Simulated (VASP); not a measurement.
# Ge (I4_1/amd) in VASP: single point with HSE06

Aim: the single point of Ge with HSE06.

All numbers are computed with VASP 6.6.1; they aren't measurements. Logs are shortened: lines on timing, memory, paths and dates and some standing lists are left out, and cuts for length are marked.

### 1 The crystal as given

It takes space group I4_1/amd (No. 141, tetragonal). The conventional cell has a = 3.979 Å, b = 3.979 Å, c = 5.771 Å, α = 90.00°, β = 90.00°, γ = 90.00°. Around Ge (site symmetry -4m2) lie 4 Ge at 2.46 Å.

### 2 Single point, HSE06

The input, POSCAR:

```
Ge
1.0
    0.0000000000      2.8135536600      2.8855800000
    2.8135536600      0.0000000000      2.8855800000
    2.8135536600      2.8135536600      0.0000000000
Ge
2
Direct
    0.0000000000      0.0000000000      0.0000000000
    0.2500000000      0.2500000000      0.2500000000
```

The input, INCAR.step1:

```
SYSTEM = Ge
PREC     = Accurate       ! precision mode
ENCUT    = 520            ! plane-wave cutoff, eV
EDIFF    = 1E-5           ! SCF threshold, eV
ISMEAR   = 0              ! smearing method
SIGMA    = 0.02           ! smearing width, eV
LREAL    = .False.        ! projectors in reciprocal space
LASPH    = .True.         ! aspherical terms in the spheres
NELM     = 60             ! most SCF steps
ALGO     = Normal         ! electronic algorithm
ISIF     = 2              ! what is computed and relaxed
LWAVE    = .True.         ! write WAVECAR
GGA      = PE             ! functional
```

The input, INCAR.step2:

```
SYSTEM = Ge
PREC     = Accurate       ! precision mode
ENCUT    = 520            ! plane-wave cutoff, eV
EDIFF    = 1E-6           ! SCF threshold, eV
ISMEAR   = 0              ! smearing method
SIGMA    = 0.02           ! smearing width, eV
LREAL    = .False.        ! projectors in reciprocal space
LASPH    = .True.         ! aspherical terms in the spheres
NELM     = 60             ! most SCF steps
ALGO     = Normal         ! electronic algorithm
ISIF     = 2              ! what is computed and relaxed
LWAVE    = .False.        ! write WAVECAR
LCHARG   = .True.         ! write CHGCAR
GGA      = PE             ! functional
LHFCALC  = .True.         ! exact exchange
HFSCREEN = 0.2            ! screening, 1/A
PRECFOCK = Normal       
LELF     = .True.         ! ELF
LVHAR    = .True.       
ISTART   = 1
```

The input, KPOINTS:

```
regular mesh
0
Gamma
  6 6 6
  0 0 0
```

Potentials or basis: VASP PAW PBE potentials, release 64 (Ge_d).

On the command line:

```
$ cat potpaw_PBE.64/Ge_d/POTCAR > POTCAR
$ cp INCAR.step1 INCAR
$ mpirun -np 1 vasp_std > vasp.out
$ cp INCAR.step2 INCAR
$ mpirun -np 1 vasp_std > vasp.out
```

OUTCAR:

```text
SYSTEM = Ge
   PREC = Accurate
   ENCUT = 520
   EDIFF = 1E-6
   ISMEAR = 0
   LREAL = .False.
   LASPH = .True.
   NELM = 60
   ISIF = 2
   GGA = PE
   LHFCALC = .True.
   HFSCREEN = 0.2
   PRECFOCK = Normal
   ISTART = 1

 ion  position               nearest neighbor table
   1  0.000  0.000  0.000-   2 2.46   2 2.46   2 2.46   2 2.46
   2  0.250  0.250  0.250-   1 2.46   1 2.46   1 2.46   1 2.46

  LATTYP: Found a body centered tetragonal cell.
 ALAT       =     3.9789657444
 C/A-ratio  =     1.4504171110

  Lattice vectors:

 A1 = (  -2.8135536600,   0.0000000000,   2.8855800000)
 A2 = (   2.8135536600,   0.0000000000,   2.8855800000)
 A3 = (   0.0000000000,   2.8135536600,  -2.8855800000)

Analysis of symmetry for initial positions (statically):
=====================================================================
 Subroutine PRICEL returns:
 Original cell was already a primitive cell.

 Routine SETGRP: Setting up the symmetry group for a
 body centered tetragonal supercell.

 Subroutine GETGRP returns: Found 16 space group operations
 (whereof  8 operations were pure point group operations)
 out of a pool of 16 trial point group operations.

The static configuration has the point symmetry D_2d.
 The point group associated with its full space group is D_4h.

Analysis of symmetry for dynamics (positions and initial velocities):
=====================================================================
 Subroutine PRICEL returns:
 Original cell was already a primitive cell.

 Routine SETGRP: Setting up the symmetry group for a
 body centered tetragonal supercell.

 Subroutine GETGRP returns: Found 16 space group operations
 (whereof  8 operations were pure point group operations)
 out of a pool of 16 trial point group operations.

The dynamic configuration has the point symmetry D_2d.
 The point group associated with its full space group is D_4h.

 Subroutine INISYM returns: Found 16 space group operations
 (whereof  8 operations are pure point group operations),
 and found     1 'primitive' translations

----------------------------------------------------------------------------------------

[... 88 lines left out ...]
   LSORBIT =      F    spin-orbit coupling
   LASPH  =      T    aspherical Exc in radial PAW
   ENCUT  =  520.0 eV  38.22 Ry    6.18 a.u.   7.49  7.49  7.40*2*pi/ulx,y,z
   NELM   =     60;   NELMIN=  2; NELMDL=  0     # of ELM steps
   EDIFF  = 0.1E-05   stopping-criterion for ELM
   LREAL  =      F    real-space projection
   EDIFFG = 0.1E-04   stopping-criterion for IOM
   NSW    =      0    number of steps for IOM
   IBRION =     -1    ionic relax: 0-MD 1-quasi-New 2-CG
   NFREE  =      0    steps in history (QN), initial steepest desc. (CG)
   ISIF   =      2    stress and relaxation
   ISYM   =      3    0-nonsym 1-usesym 2-fastsym
   POTIM  = 0.5000    time-step for ionic-motion
   TEBEG  =    0.0;   TEEND  =   0.0 temperature during run
   PSTRESS=    0.0 pullay stress
   NELECT =      28.0000    total number of electrons
   NUPDOWN=      -1.0000    fix difference up-down
   EMIN   =  10.00;   EMAX   =-10.00  energy-range for DOS
   EFERMI =   0.00;   METHOD = LEGACY
   ISMEAR =     0;   SIGMA  =   0.02  broadening in eV -4-tet -1-fermi 0-gaus
   EFERMI_NEDOS =   21; number of points for ismear=-14 and -15
   IALGO  =     38    algorithm
   IMIX   =      1    mixing-type and parameters
     AMIX     =   0.40;   BMIX     =  1.00
     AMIX_MAG =   1.60;   BMIX_MAG =  1.00
  volume/ion in A,a.u.               =      22.84       154.15
  Fermi-wavevector in a.u.,A,eV,Ry     =   1.390602  2.627858 26.310610  1.933775
  Thomas-Fermi vector in A             =   2.514522
   LORBIT       =      0    0 simple, 1 ext, 2 COOP (PROOUT), +10 PAW based schemes
   GGA     = PE    functional components
   LHFCALC =     T    Hartree Fock is set to
   PRECFOCK=normal    Normal, Fast or Accurate (Low or Medium for compatibility)
   ENCUT4O =  -1.0   cutoff for four orbital integrals eV
   NKREDX  =     1    reduce k-point grid by
   NKREDY  =     1    reduce k-point grid by
   NKREDZ  =     1    reduce k-point grid by
   AEXX    =    0.2500 exact exchange contribution
   HFSCREEN=    0.2000 screening length (either q_TF or 0.3 A-1)
   HFSCREENC=   0.2000 screening length for correlation (either q_TF or 0.3 A-1)
   ENCUTFOCK=  -1.0 apply spherical cutoff to Coloumb kernel
   IVDW    =     0    specifies the selected vdW correction
   LEPSILON=     F    determine dielectric tensor
   LRPA    =     F    only Hartree local field effects (RPA)
 non-spin polarized calculation
 Gauss-broadening in eV      SIGMA  =   0.02
  energy-cutoff  :      520.00
  volume of cell :       45.68
 maximum number of plane-waves:      1263
 NGX is ok and might be reduce to    30
  NGX = 24; NGY = 24; NGZ = 24

 number of electron      28.0000027 magnetization

 Free energy of the ion-electron system (eV)
  ---------------------------------------------------
  ext. energy  EPLUGINS =         0.00000000
  ---------------------------------------------------
  free energy    TOTEN  =       -10.67981858 eV

  energy without entropy =      -10.67981858  energy(sigma->0) =      -10.67981858

 E-fermi :   4.7911     XC(G=0):  -8.1843

 val. band max:        4.6600678525   @ k =   0.0000   0.0000   0.0000
 cond. band min:       5.3709944390   @ k =   0.5000   0.0000   0.0000
 fundamental gap:      0.7109265865
 Fermi energy:         4.7910758683

 k-point     1 :       0.0000    0.0000    0.0000
  band No.  band energies     occupation
      1     -23.3703      2.00000
      2     -23.3703      2.00000
      3     -23.3647      2.00000
      4     -23.3325      2.00000
      5     -23.3311      2.00000
      6     -23.1361      2.00000
[... 481 lines left out ...]
      5     -23.2491      2.00000
      6     -23.2143      2.00000
[... 10 lines left out ...]
     17      12.5040      0.00000
     18      13.2954      0.00000

 [... further k-points ...]
[... 5 lines left out ...]
  --------------------------------------------------------------------------------------
  -------------------------------------------------------------------------------------
  Total        0.2975710      0.2975710     -0.3439217      0.0000000     -0.0000000      0.0000000
  in kB       10.4358463     10.4358463    -12.0613686      0.0000000     -0.0000000      0.0000000
  external PRESSURE =       2.9367747 kB  Pullay stress =       0.0000000 kB

 VOLUME and BASIS-vectors are now :
 -----------------------------------------------------------------------------
  energy-cutoff  :      520.00
  volume of cell :       45.68
      direct lattice vectors                 reciprocal lattice vectors
     0.000000000  2.813553660  2.885580000    -0.177711201  0.177711201  0.173275390
     2.813553660  0.000000000  2.885580000     0.177711201 -0.177711201  0.173275390
     2.813553660  2.813553660  0.000000000     0.177711201  0.177711201 -0.173275390

 POSITION                                       TOTAL-FORCE (eV/Angst)
 -----------------------------------------------------------------------------------
      0.00000      0.00000      0.00000         0.000000      0.000000      0.000000
      1.40678      1.40678      1.44279        -0.000000     -0.000000      0.000000
 -----------------------------------------------------------------------------------
    total drift:                                0.000000      0.000000      0.000000

  FREE ENERGIE OF THE ION-ELECTRON SYSTEM (eV)
  ---------------------------------------------------
  free  energy   TOTEN  =       -10.6798185795 eV

  energy  without entropy=      -10.6798185795  energy(sigma->0) =      -10.67981858
```

Wall time 1.6 h (1 thread of Intel Xeon Platinum 8488C (Sapphire Rapids), shared host); peak memory 0.3 GiB.

What came out:

```yaml
Free_energy: -10.6798 eV
Pressure: 0.3 GPa
Band_gap_on_the_k_mesh: 0.71 eV, indirect (least direct gap 0.72 eV)
```

Stress tensor (GPa, compression positive):
```
 1.04  0.00  0.00
 0.00  1.04  0.00
 0.00  0.00 -1.21
```

Caveat: the PAW data sets were made with another functional, which shifts forces and pressure a little. A k mesh can miss the band edges.
